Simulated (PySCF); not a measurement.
# MgO (P-6m2) in PySCF: settings compared

The runs below take MgO through density of states, with PBEsol, PBE.

All numbers are computed with PySCF 2.14.0; they aren't measurements. Logs are shortened: lines on timing, memory, paths and dates and some standing lists are left out, and cuts for length are marked.

**1. Starting point**

It takes space group P-6m2 (No. 187, hexagonal). The conventional cell has a = 2.938 Å, b = 2.938 Å, c = 2.680 Å, α = 90.00°, β = 90.00°, γ = 120.00°. Around Mg (site symmetry -6m2) lie 6 O at 2.16 Å. O (site symmetry -6m2) is surrounded by 6 Mg at 2.16 Å.

Measurements of this composition are mostly on another form, of space group No. 225.

**2. Density of states, PBEsol**

run.py

```python
import json
import numpy as np
from pyscf.pbc import gto, scf, dft, df

cell = gto.Cell()
cell.a = '''
  2.9380209034    0.0000000000    0.0000000000
 -1.4690104517    2.5444007392    0.0000000000
  0.0000000000    0.0000000000    2.6796800000'''
cell.atom = '''
Mg   0.0000000000    0.0000000000    0.0000000000
O   -0.0000000001    1.6962671596    1.3398400000'''
cell.unit = 'A'
cell.basis = {'Mg': 'DZVP-MOLOPT-SR-GTH-q10', 'O': 'DZVP-MOLOPT-SR-GTH-q6'}
cell.pseudo = {'Mg': 'GTH-PBE-q10', 'O': 'GTH-PBE-q6'}
cell.ke_cutoff = 400  # hartree
cell.exp_to_discard = 0.02
cell.precision = 1e-08
cell.space_group_symmetry = True
cell.symmorphic = False
cell.max_memory = 5880  # MB
cell.verbose = 4
cell.build()

res = {}
kpts = cell.make_kpts([10, 10, 10], space_group_symmetry=True, time_reversal_symmetry=True)
cell.space_group_symmetry = False  # the mesh holds the operations; no search on the supercells of the integral code
mf = dft.KRKS(cell, kpts, xc='pbesol')
mf = mf.multigrid_numint()
mf = mf.smearing(sigma=0.00183747, method='fermi')  # hartree
mf.conv_tol = 1e-07
mf.max_cycle = 60

mf.kernel()
res.update(converged=bool(mf.converged), e_tot=mf.e_tot, nelec=cell.nelectron, nao=cell.nao, mesh=list(map(int, cell.mesh)), a=cell.lattice_vectors().tolist(), coords=cell.atom_coords().tolist(),
           mo_energy=[np.real(x).tolist() for x in mf.mo_energy], mo_occ=[np.real(x).tolist() for x in mf.mo_occ])
res.update(e_free=mf.e_free, e_zero=mf.e_zero)
res.update(kpts=kpts.kpts_scaled_ibz.tolist(), weights=kpts.weights_ibz.tolist())
res['parts'] = {k: float(np.real(v)) for k, v in mf.scf_summary.items() if np.isscalar(v)}
json.dump(res, open('results.json', 'w'))
if not mf.converged:
    raise SystemExit('SCF not converged')

print('levels (eV)')
for i, kp in enumerate(res['kpts'][:40]):
    print('k %7.4f %7.4f %7.4f  ' % tuple(kp), ' '.join('%.3f' % (x * 27.211386) for x in res['mo_energy'][i][:13]))

mf = mf.to_khf()  # unfold to the whole mesh
kpts = mf.kpts
# Mulliken populations
dm, s = np.asarray(mf.make_rdm1()), np.asarray(mf.get_ovlp())
sites = cell.aoslice_by_atom()[:, 2:]
tot = np.einsum('kij,kji->i', dm, s).real / len(kpts)
res['mulliken'] = [cell.atom_charge(i) - tot[a0:a1].sum() for i, (a0, a1) in enumerate(sites)]
print('Mulliken charges', np.round(res['mulliken'], 5))

# density of states, Gaussians of 0.15 eV
e = np.asarray(mf.mo_energy).real.reshape(1, -1) * 27.211386
ef = mf.get_fermi()
ef = np.max(ef) * 27.211386
x = np.arange(-15, 10.01, 0.1) + round(ef, 1)
dos = np.exp(-((x[:, None, None] - e) / 0.15) ** 2 / 2).sum(-1).T / (0.15 * np.sqrt(2 * np.pi) * len(kpts)) * 2
res.update(dos_e=x.tolist(), dos=dos.tolist())
for a, b in zip(x[::5], dos.T[::5]):
    print('%8.2f' % a, ' '.join('%9.4f' % y for y in b))

# density on a uniform mesh
grids = dft.gen_grid.UniformGrids(cell)
grids.mesh = [17, 17, 15]
grids.build()
ni = dft.numint.KNumInt()
rho = [ni.get_rho(cell, x, grids, kpts) for x in [dm]]
np.save('rho.npy', np.reshape(rho, (-1, *grids.mesh)))
res['done'] = True
json.dump(res, open('results.json', 'w'))
```

Potentials or basis: DZVP-MOLOPT-SR/GTH-PBE (potentials made for PBE).

On the command line:

```bash
$ OMP_NUM_THREADS=4 python -u run.py > log
```

Log:

```text
Discarded 0 diffused primitive functions, 0 contracted functions

PySCF version 2.14.0

[INPUT] verbose = 4
[INPUT] num. atoms = 2
[INPUT] num. electrons = 16
[INPUT] charge = 0
[INPUT] spin (= nelec alpha-beta = 2S) = 0
[INPUT] symmetry False subgroup None
[INPUT] Mole.unit = A
[INPUT] Symbol           X                Y                Z      unit          X                Y                Z       unit  Magmom
[INPUT]  1 Mg     0.000000000000   0.000000000000   0.000000000000 AA    0.000000000000   0.000000000000   0.000000000000 Bohr   0.0
[INPUT]  2 O     -0.000000000100   1.696267159600   1.339840000000 AA   -0.000000000189   3.205480365738   2.531930650737 Bohr   0.0

nuclear repulsion = -46.0386634122337
number of shells = 5
number of NR pGTOs = 73
number of NR cGTOs = 22
basis = {'Mg': 'DZVP-MOLOPT-SR-GTH-q10', 'O': 'DZVP-MOLOPT-SR-GTH-q6'}
ecp = {}
lattice vectors  a1 [5.552054856, 0.000000000, 0.000000000]
                 a2 [-2.776027428, 4.808220548, 0.000000000]
                 a3 [0.000000000, 0.000000000, 5.063861301]
dimension = 3
low_dim_ft_type = None
Cell volume = 135.182
exp_to_discard = 0.02
rcut = 29.927093760901222 (nimgs = [7 7 6])
precision = 1e-08
pseudo = {'Mg': 'GTH-PBE-q10', 'O': 'GTH-PBE-q6'}
ke_cutoff = 400
    = [51 51 47] mesh (122247 PWs)
[Cell] Point group symbol:  -6m2
time reversal: True
k-points in IBZ                         weights
  0:  0.000000,  0.000000,  0.000000    1/1000
  1:  0.000000,  0.000000,  0.500000    1/1000
  2:  0.000000,  0.000000,  0.600000    2/1000
  3:  0.000000,  0.000000,  0.700000    2/1000
  4:  0.000000,  0.000000,  0.800000    2/1000
  5:  0.000000,  0.000000,  0.900000    2/1000
[... 76 lines left out ...]
 82:  0.900000,  0.900000,  0.800000    12/1000
 83:  0.900000,  0.900000,  0.900000    12/1000

******** <class 'pyscf.pbc.scf.smearing.SmearingKsymAdaptedKRKS'> ********
method = SmearingKsymAdaptedKRKS
initial guess = minao
damping factor = 0
level_shift factor = 0
DIIS = <class 'pyscf.scf.diis.CDIIS'>
diis_start_cycle = 1
diis_space = 8
diis_damp = 0
SCF conv_tol = 1e-07
SCF conv_tol_grad = None
SCF max_cycles = 60
direct_scf = True
direct_scf_tol = 1e-13

******** PBC SCF flags ********
N kpts (BZ) = 1000
N kpts (IBZ) = 84
Exchange divergence treatment (exxdiv) = ewald
    madelung (= occupied orbital energy shift) = 0.05573427620345886
    Total energy shift due to Ewald probe charge = -1/2 * Nelec*madelung = -0.445874209628
DF object = <pyscf.pbc.df.fft.FFTDF object>
XC functionals = pbesol
small_rho_cutoff = 0
Uniform grid, mesh = [51 51 47]
Set gradient conv threshold to 0.000316228
nelec by numeric integration = 15.99999984821784
init E= -79.4525009578773
    sigma = 0.00183747  Optimized mu = 0.27816997009  entropy = -0
nelec by numeric integration = 15.999999847654092
    Total E(T) = -79.1167088444138  Free energy = -79.1167088444138  E0 = -79.1167088444138
cycle= 1 E= -79.1167088444138  delta_E= 0.336  |g|= 3.87  |ddm|= 21.3
    sigma = 0.00183747  Optimized mu = 0.466155294102  entropy = 0.00894603165063
nelec by numeric integration = 15.999999844864067
    Total E(T) = -78.8828268465244  Free energy = -78.8828432845892  E0 = -78.8828350655568
cycle= 2 E= -78.8828268465244  delta_E= 0.234  |g|= 7.49  |ddm|= 18.6
    sigma = 0.00183747  Optimized mu = 0.343642559053  entropy = 1.86620206985e-13
nelec by numeric integration = 15.99999984677451
    Total E(T) = -79.2098931601736  Free energy = -79.2098931601736  E0 = -79.2098931601736
cycle= 3 E= -79.2098931601736  delta_E= -0.327  |g|= 0.137  |ddm|=   13
    sigma = 0.00183747  Optimized mu = 0.343270748533  entropy = 8.43570108452e-13
nelec by numeric integration = 15.99999984668831
    Total E(T) = -79.2100241079805  Free energy = -79.2100241079805  E0 = -79.2100241079805
cycle= 4 E= -79.2100241079805  delta_E= -0.000131  |g|= 0.0277  |ddm|= 0.543
    sigma = 0.00183747  Optimized mu = 0.342704922309  entropy = 7.73441336457e-13
nelec by numeric integration = 15.999999846716664
    Total E(T) = -79.210028048134  Free energy = -79.210028048134  E0 = -79.210028048134
cycle= 5 E= -79.210028048134  delta_E= -3.94e-06  |g|= 0.00499  |ddm|= 0.0571
    sigma = 0.00183747  Optimized mu = 0.342567240954  entropy = 7.59738565129e-13
nelec by numeric integration = 15.999999846713546
    Total E(T) = -79.2100282094411  Free energy = -79.2100282094411  E0 = -79.2100282094411
cycle= 6 E= -79.2100282094411  delta_E= -1.61e-07  |g|= 0.000291  |ddm|= 0.0111
    sigma = 0.00183747  Optimized mu = 0.342566184559  entropy = 7.58745409932e-13
nelec by numeric integration = 15.999999846713633
    Total E(T) = -79.2100282098689  Free energy = -79.2100282098689  E0 = -79.2100282098689
cycle= 7 E= -79.2100282098689  delta_E= -4.28e-10  |g|= 4.59e-06  |ddm|= 0.000436
    sigma = 0.00183747  Optimized mu = 0.342566187365  entropy = 7.58762703503e-13
nelec by numeric integration = 15.999999846713623
    Total E(T) = -79.2100282098646  Free energy = -79.2100282098646  E0 = -79.2100282098646
Extra cycle  E= -79.2100282098646  delta_E= 4.33e-12  |g|= 7.04e-06  |ddm|= 1.57e-05
converged SCF energy = -79.2100282098646
levels (eV)
k  0.0000  0.0000  0.0000   -65.627 -32.294 -32.292 -32.241 -9.649 7.298 7.298 7.372 10.611 25.566 25.572 29.709 42.578
k  0.0000  0.0000  0.5000   -65.616 -32.361 -32.282 -32.281 -8.510 2.285 7.789 7.789 15.875 16.847 29.685 29.694 48.500
k  0.0000  0.0000  0.6000   -65.617 -32.350 -32.283 -32.282 -8.638 2.655 7.739 7.739 14.850 18.091 29.174 29.183 46.940
k  0.0000  0.0000  0.7000   -65.620 -32.320 -32.286 -32.285 -8.951 3.672 7.612 7.612 13.581 20.085 28.001 28.008 44.669
k  0.0000  0.0000  0.8000   -65.623 -32.290 -32.288 -32.283 -9.299 5.102 7.460 7.460 12.364 22.879 26.765 26.772 44.292
k  0.0000  0.0000  0.9000   -65.626 -32.293 -32.291 -32.253 -9.556 6.588 7.342 7.342 11.230 25.882 25.888 26.856 42.991
[... 32 lines left out ...]
k  0.8000  0.6000  0.6000   -65.610 -32.340 -32.333 -32.312 -7.752 4.444 4.567 6.090 14.476 19.494 21.734 24.104 29.134
k  0.8000  0.6000  0.7000   -65.612 -32.345 -32.316 -32.305 -7.966 4.138 5.254 5.820 15.284 19.076 23.143 23.442 31.308
Mulliken charges [ 1.04602 -1.04602]
   -7.10    0.0001
   -6.60    0.0000
   -6.10    0.0000
   -5.60    0.0000
   -5.10    0.0000
   -4.60    0.0000
[... 43 lines left out ...]
   17.40    0.0326
   17.90    0.0575
```

Wall time 17 min (4 threads of Intel Xeon at 2.50GHz (Skylake/Cascade Lake), shared host); peak memory 5.5 GiB.

What came out:

* Free energy: -2155.4147 eV
* Band gap on the k mesh: 2.73 eV, indirect (least direct gap 3.24 eV)
* Mulliken charges: Mg +1.05; O -1.05 e

States per cell in windows of 1 eV (zero at the valence-band top; states under -8 eV left out):
| from (eV) | total |
| --- | --- |
| -8.0 | 0.00 |
| -7.0 | 0.00 |
| -6.0 | 0.07 |
| -5.0 | 0.78 |
| -4.0 | 1.24 |
| -3.0 | 0.99 |
| -2.0 | 1.44 |
| -1.0 | 1.41 |
| 0.0 | 0.06 |
| 1.0 | 0.00 |
| 2.0 | 0.00 |
| 3.0 | 0.03 |
| 4.0 | 0.08 |
| 5.0 | 0.17 |
| 6.0 | 0.66 |
| 7.0 | 0.87 |

Caveat: the density mesh is thin for the hardest basis functions, which adds noise to energies, forces and pressure; Mulliken charges move with the basis; the basis of atomic orbitals isn't converged, which shifts pressures, moduli and gaps. A k mesh can miss the band edges.

**3. Density of states, PBE**

run.py, as its differences from that of step 2:

```diff
@@ -27,3 +27,3 @@
 cell.space_group_symmetry = False  # the mesh holds the operations; no search on the supercells of the integral code
-mf = dft.KRKS(cell, kpts, xc='pbesol')
+mf = dft.KRKS(cell, kpts, xc='pbe')
 mf = mf.multigrid_numint()
```

Potentials or basis: DZVP-MOLOPT-SR/GTH-PBE (potentials made for PBE).

On the command line:

```bash
$ OMP_NUM_THREADS=4 python -u run.py > log
```

Wall time 7.1 min (4 threads of Arm Neoverse V1, shared host); peak memory 5.5 GiB.

The run converged. Its results:

```
Free energy            : -2160.7999 eV
Band gap on the k mesh : 2.86 eV, indirect (least direct gap 3.36 eV)
Mulliken charges       : Mg +1.08; O -1.08 e
```

Levels at points of the mesh, in eV from the valence-band top:
| k point | band 4 | band 5 | band 6 | band 7 | band 8 | band 9 | band 10 | band 11 | band 12 | band 13 |
| --- | --- | --- | --- | --- | --- | --- | --- | --- | --- | --- |
| (0.00, 0.00, 0.00) | -40.49 | -17.51 | -0.57 | -0.57 | -0.50 | 2.86 | 17.77 | 17.78 | 21.91 | 34.79 |
| (0.00, 0.00, 0.50) | -40.53 | -16.40 | -5.50 | -0.09 | -0.09 | 8.15 | 9.05 | 21.86 | 21.87 | 40.76 |
| (0.50, 0.50, 0.00) | -40.48 | -16.42 | -5.01 | -1.39 | -0.05 | 6.98 | 10.54 | 18.25 | 21.53 | 31.08 |
| (0.50, 0.50, 0.50) | -40.55 | -15.63 | -3.81 | -3.41 | -0.76 | 6.04 | 12.76 | 14.35 | 15.76 | 21.36 |

States per cell in windows of 1 eV (zero at the valence-band top; states under -8 eV left out):
| from (eV) | total |
| --- | --- |
| -8.0 | 0.00 |
| -7.0 | 0.00 |
| -6.0 | 0.06 |
| -5.0 | 0.74 |
| -4.0 | 1.27 |
| -3.0 | 1.01 |
| -2.0 | 1.47 |
| -1.0 | 1.40 |
| 0.0 | 0.05 |
| 1.0 | 0.00 |
| 2.0 | 0.00 |
| 3.0 | 0.03 |
| 4.0 | 0.07 |
| 5.0 | 0.15 |
| 6.0 | 0.60 |
| 7.0 | 0.93 |

Caveat: the density mesh is thin for the hardest basis functions, which adds noise to energies, forces and pressure; Mulliken charges move with the basis; the basis of atomic orbitals isn't converged, which shifts pressures, moduli and gaps. A hybrid or GW would open this gap; PBE tends to underestimate it.
